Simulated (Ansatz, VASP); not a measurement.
# F: VASP beside Ansatz

INCAR

```
SYSTEM = F
ALGO     = Normal         ! electronic algorithm
EDIFF    = 1E-7           ! SCF threshold, eV
ENCUT    = 520            ! plane-wave cutoff, eV
GGA      = PE             ! functional
ISIF     = 2              ! what is computed and relaxed
ISMEAR   = -1             ! smearing method
LASPH    = .True.         ! aspherical terms in the spheres
LCHARG   = .False.        ! write CHGCAR
LREAL    = .False.        ! projectors in reciprocal space
LWAVE    = .False.        ! write WAVECAR
NBANDS   = 10             ! bands
NELM     = 80             ! most SCF steps
PREC     = Accurate       ! precision mode
SIGMA    = 0.05           ! smearing width, eV
```

File KPOINTS:

```
k-points
0
Gamma
  17 17 17
  0 0 0
```

Contents of POSCAR:

```
F
1.0
    2.0338782329      0.0000000000      0.0000000000
    0.0000000000      2.0338782329      0.0000000000
    0.0000000000      0.0000000000      2.0338782329
F
1
Direct
    0.0000000000      0.0000000000      0.0000000000
```

Input for Ansatz:

```yaml
crystal:
  lattice:
    - [2.0338782329, 0.0, 0.0]
    - [0.0, 2.0338782329, 0.0]
    - [0.0, 0.0, 2.0338782329]
  atoms:
    - { symbol: F, position: [0.0, 0.0, 0.0] }
kpoints:
  mp_grid: { grid: [17, 17, 17] }
  band_path:
    path:
      - [0.0, 0.0, 0.0]
      - [0.0, 0.5, 0.0]
      - [0.5, 0.5, 0.0]
      - [0.0, 0.0, 0.0]
      - [0.5, 0.5, 0.5]
      - [0.0, 0.5, 0.0]
      - [0.5, 0.5, 0.5]
      - [0.5, 0.5, 0.0]
    npoints: 8
scf:
  occupations: { method: fermi_dirac, width: 0.05 }
hamiltonian:
  xc: pbe
  pseudopotentials: { kind: all_electron, lapw: { basis_error: 0.001 } }
output:
  forces: true
  stress: true
  eigenvalues: true
  populations: true
  dos: { projected: true, de: 0.2, e_range: [-14, 8] }
```

Change from the starting cell: volume scaled by 0.8, LAPW.

Alike in both runs: task single point; functional PBE; k mesh 17 × 17 × 17; occupations fermi-dirac, width 0.05 eV; no spin polarisation.

|  | VASP | Ansatz |
| --- | --- | --- |
| version | VASP 6.6.1 | Ansatz 0.2.0 |
| potentials or method | VASP PAW PBE potentials, release 64 (F) | all-electron LAPW, scalar-relativistic |
| plane-wave cutoff (eV) | 520 | see its input |

VASP gave:

- pressure (GPa): 24.1

Which values does Ansatz return?

Pressure (GPa): 24.9.

Ansatz ran all-electron here, so the differences hold the error of VASP's frozen core and of both bases.

Caveats: so large a pressure means that the cell lies far from this level's equilibrium, or that cutoff or potentials fall short (VASP); an odd number of electrons without spin polarisation forces a metal; a magnetic or distorted state may lie lower.
